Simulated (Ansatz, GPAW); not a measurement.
## One calculation of Mo, 3 ways

```
CELL_PARAMETERS angstrom
-1.58381 1.58381 1.58381
1.58381 -1.58381 1.58381
1.58381 1.58381 -1.58381
ATOMIC_POSITIONS crystal
Mo 0.00000 0.00000 0.00000
```

Alike in all runs: task single point; functional PBE; k mesh 12 × 12 × 12; occupations gaussian, width 0.025 eV; no spin polarisation; no spin-orbit coupling. Pressure is positive in compression and, in plane waves, holds the error of the finite cutoff, which Ansatz's Pulay term estimates and takes out.

```json
{"program and potentials": "Ansatz, Ansatz PAW", "plane-wave cutoff (eV)": "420", "notes": "Pulay term of +0.05 GPa included", "band gap (eV)": "no gap", "pressure (GPa)": "-1.92"}
{"program and potentials": "Ansatz, all-electron LAPW, scalar-relativistic", "plane-wave cutoff (eV)": "-", "notes": "-", "band gap (eV)": "no gap", "pressure (GPa)": "-1.93"}
{"program and potentials": "GPAW, GPAW PAW data sets (gpaw-data 1.2.1)", "plane-wave cutoff (eV)": "600", "notes": "-", "band gap (eV)": "no gap", "pressure (GPa)": "-2.28"}
```

None finds a gap. The pressure spans -2.28 (GPAW, GPAW PAW data sets (gpaw-data 1.2.1)) to -1.92 GPa (Ansatz, Ansatz PAW), with all-electron results at -1.93.

Differences between rows come from potentials, basis sets and numerical settings, since the functional is the same but for its coding. Runs on potential files found faulty are left out.
